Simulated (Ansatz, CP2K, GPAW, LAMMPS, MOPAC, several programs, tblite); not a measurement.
**Many methods on one cell: KCl (NiAs type)**

KCl, NiAs type, relaxed with r2SCAN in Ansatz, was computed with several methods. Space group P6_3/mmc (No. 194), hexagonal; a = 4.340 Å, c = 7.636 Å in the conventional setting, 31.14 Å³ an atom. K is surrounded by 6 Cl at 3.15 Å; Cl is surrounded by 6 K at 3.15 Å. (Calculated; spin-unpolarised; the phase may be known or hypothetical.)

```yaml
crystal:
  lattice:
    - [4.34008, 0.00000, 0.00000]
    - [-2.17004, 3.75862, 0.00000]
    - [0.00000, 0.00000, 7.63597]
  atoms:
    - { symbol: K, position: [0.00000, 0.00000, 0.00000] }
    - { symbol: K, position: [0.00000, 0.00000, 0.50000] }
    - { symbol: Cl, position: [0.33333, 0.66667, 0.25000] }
    - { symbol: Cl, position: [0.66667, 0.33333, 0.75000] }
```

Gaps and times are for a single point on this cell; volume and bulk modulus come from each method's own relaxation or energy curve at fixed shape, which is too stiff where a cell has free coordinates or axes. Times are rough, from shared hosts (Arm Neoverse V2), and each method has its own mesh and cell size. A double dagger marks a value from a curve with shape and coordinates held. GFN1-xTB (tblite): levels, charges or heat of formation failed a check of plausibility, so no values are given. PM6 (MOPAC), PM7 (MOPAC), GFN1-xTB (tblite), GFN2-xTB (tblite) treat a cluster of cells at its zone centre, which samples few k points: where these miss a band edge, the gap comes out too large for that reason alone. Gaps from k meshes are read at a limited set of points (mesh, symmetry points, PBE's band edges), so each method's own least gap may be somewhat smaller. Force fields have no electrons; where one was fitted to this phase, its volume and modulus reflect the fit. xTB and the PM methods were fitted mostly to molecules, and can miss a solid's gap by electronvolts. Minimal bases can be far off for gaps. GLLB-SC's gap includes the derivative discontinuity. d marks a direct gap, i an indirect one (no mark: not told apart), a dash a value that wasn't computed or didn't pass its checks.

```
                          method              kind  gap (eV)  own volume (Å³/atom)  bulk modulus (GPa)  atoms computed  processor time
             ffield.eim (LAMMPS)       force field         –                     –                   –               4           0.1 s
light PBE (260 eV, its own mesh)  light plane-wave    5.13 d                32.66‡                 16‡               4           1.2 s
               GFN1-xTB (tblite)     tight binding         –                     –                   –              72           2.7 s
                     PM7 (MOPAC)    semi-empirical     12.01                     –                   –              72           3.8 s
                     PM6 (MOPAC)    semi-empirical     10.14                     –                   –              72             4 s
               GFN2-xTB (tblite)     tight binding      1.80                32.40‡                 12‡              72           4.5 s
                  PBE/SZV (CP2K)       small basis    3.90 d                33.40‡                 20‡               4           7.7 s
                             PBE         semilocal    5.13 d                 32.57                 16‡               4           7.9 s
                 PBE/DZVP (CP2K)       small basis    5.11 d                32.80‡                 16‡               4            15 s
                          r2SCAN         semilocal    5.76 d                 31.14                 19‡               4            19 s
                  GLLB-SC (GPAW)   model potential      9.81                     –                   –               4            50 s
          PBE/single zeta (GPAW)       small basis    4.64 d                     –                   –               4            95 s
```

Against r2SCAN (5.76 eV) the nearest gap at the points sampled is that of light PBE (260 eV, its own mesh) (-0.63 eV) and the farthest that of PM7 (MOPAC) (+6.24 eV). r2SCAN is only a yardstick of convenience: semilocal gaps usually lie below measured ones, which GLLB-SC and hybrids aim to mend.

Volumes against r2SCAN's: PBE +4.6 %.
